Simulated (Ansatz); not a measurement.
Runs of Ansatz 0.2.0 on Mg. It takes space group P6_3/mmc (No. 194, hexagonal). Conventional cell: a = 3.209 Å, b = 3.209 Å, c = 5.210 Å, α = 90.00°, β = 90.00°, γ = 120.00°. Around Mg (site symmetry -6m2) lie 12 Mg at 3.20 to 3.21 Å. 

| task | level | cell | k mesh | cutoff (eV) | smearing | basis error allowed | mesh quality | gap on the mesh (eV) | pressure (GPa) | relaxed volume (Å³/atom) |
| --- | --- | --- | --- | --- | --- | --- | --- | --- | --- | --- |
| single point | PBE | as given | 6 × 6 × 3 | 80 | fermi-dirac 0.03 eV | 0.004 eV/atom | coarse | none | -0.4 | - |
| single point | PBE | as given | 10 × 10 × 5 | 104 | gaussian 0.019 eV | 0.001 eV/atom | not flagged | none | -0.5 | - |
| relaxation of cell and atoms | RPBE+D3(BJ) | relaxed | 10 × 10 × 5 | - | fermi-dirac 0.05 eV | 0.001 eV/atom | not flagged | - | 0.0 | 16.78 |
| phonons | LDA | as given | 7 × 7 × 4 | 115 | fermi-dirac 0.05 eV | 0.001 eV/atom | coarse | none | - | - |
| phonons | PBE | as given | 7 × 7 × 4 | 114 | fermi-dirac 0.05 eV | 0.001 eV/atom | coarse | none | - | - |
| relaxation of cell and atoms | BLYP | relaxed | 10 × 10 × 5 | - | fermi-dirac 0.05 eV | 0.001 eV/atom | not flagged | - | 0.0 | (a) |
| relaxation of cell and atoms | revPBE+D4 | relaxed | 10 × 10 × 5 | - | fermi-dirac 0.05 eV | 0.001 eV/atom | not flagged | - | 0.0 | (b) |

Alike in all rows: potentials or basis all-electron LAPW, scalar-relativistic; no spin polarisation.

Q: Estimate the missing entries.

A: (a) 23.59; (b) 23.25.

Caveats: some runs use coarse meshes; the k mesh is thin for a metal, which can move the energy by tens of meV per atom (some runs); a metal's response needs a denser mesh (some runs); the volume moved by over 15 % at a fixed basis, so the end points are rough (some runs); the volume moved by -28 % from the deposited cell, more than functionals usually miss (some runs).

A gap of «none» marks a metal or a gap under the smearing width.
